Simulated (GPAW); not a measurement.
The system is CdS (Hawleyite).

```
CELL_PARAMETERS angstrom
0.00000 2.91650 2.91650
2.91650 0.00000 2.91650
2.91650 2.91650 0.00000
ATOMIC_POSITIONS crystal
Cd 0.00000 0.00000 0.00000
S 0.75000 0.75000 0.75000
```

Program: GPAW 26.7.0. Alike in all runs: task band structure; cell as given; cutoff (eV) 600; smearing fermi-dirac 0.05 eV.

Order these runs on this cell by their pressure, lowest first.
A. level PBEsol; potentials or basis PAW data sets generated in the run's folder for this functional, pw; spin SOC, no magnetisation; k mesh 6 × 6 × 6; band points 80; spin axis theta (degrees) 54.7; spin axis phi (degrees) 45; soc after scf second variation
B. level LDA; potentials or basis the program's PAW data sets (release 1.2.1) made for this functional, pw; spin off; k mesh 8 × 8 × 8; band points 80
C. level revPBE; potentials or basis the program's PAW data sets (release 1.2.1) made for this functional, pw; spin off; k mesh 8 × 8 × 8; band points 100

B (-2.7 GPa), A (-0.5 GPa), C (4.2 GPa).

Caveats: spin-orbit coupling was added after a scalar SCF, so levels and gaps hold it while energy, forces, pressure and moments don't (some runs).

Runs at the PBE level aren't shown here.
